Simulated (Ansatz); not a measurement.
# GaP: the cost of one run

Method: DFT PBE, scalar-relativistic, plane waves, PAW, in Ansatz 0.2.0.

1 further run of the same task is left out (set aside as unsound or not needed).

## Step 1: The structure to begin with

Symmetry: F-43m, No. 216, cubic system. Conventional cell: a = 5.505 Å, b = 5.505 Å, c = 5.505 Å, α = 90.00°, β = 90.00°, γ = 90.00°. Ga (site symmetry -43m) is surrounded by 4 P at 2.38 Å. Around P (site symmetry -43m) lie 4 Ga at 2.38 Å.

Structure file:

```xyz
2
Lattice="0.0000 2.7525 2.7525 2.7525 0.0000 2.7525 2.7525 2.7525 0.0000" Properties=species:S:1:pos:R:3 pbc="T T T"
Ga    0.0000    0.0000    0.0000
P     1.3763    1.3763    1.3763
```

This cell was relaxed beforehand with the same method: volume 20.85 Å³/atom, gap on the mesh 1.58 eV.

## Step 2: Bands, states and charges

File input.yaml:

```yaml
crystal:
  lattice:
    - [0.0, 2.7525368107, 2.7525368107]
    - [2.7525368107, 0.0, 2.7525368107]
    - [2.7525368107, 2.7525368107, 0.0]
  atoms:
    - { symbol: Ga, position: [0.0, 0.0, 0.0] }
    - { symbol: P, position: [0.25, 0.25, 0.25] }
basis:
  ecutwfc: 420
kpoints:
  mp_grid: { grid: [8, 8, 8] }
  band_path:
    path:
      - [[0.0, 0.0, 0.0], [-0.5, -0.5, 0.0], [-0.375, -0.375, 0.25]]
      - [[-0.375, 0.0, 0.375], [0.0, 0.0, 0.0], [0.0, 0.0, 0.5], [-0.5, -0.25, 0.25], [-0.5, -0.5, 0.0]]
    npoints: 14
hamiltonian:
  xc: pbe
scf:
  occupations: { method: gaussian, width: 0.02 }
  n_extra_bands: 6
output:
  forces: true
  stress: true
  eigenvalues: true
  populations: true
  dos: { projected: true, de: 0.02, nscf_kmesh: { grid: [12, 12, 12] } }
  bader: true
  write_density: true
  write_potential: true
  elf: true
  volumetric_format: npy
```

Started as:

```console
ansatz run input.yaml --threads 1 --pin off --max-ram 2560MiB --backend cpu --events-out ev --progress --plain --runs-dir out
```

**Question.** How long does this run take on 1 thread of Arm Neoverse V1, shared host, and how much memory does it need?

About 26 s, with a peak of 0.31 GiB.
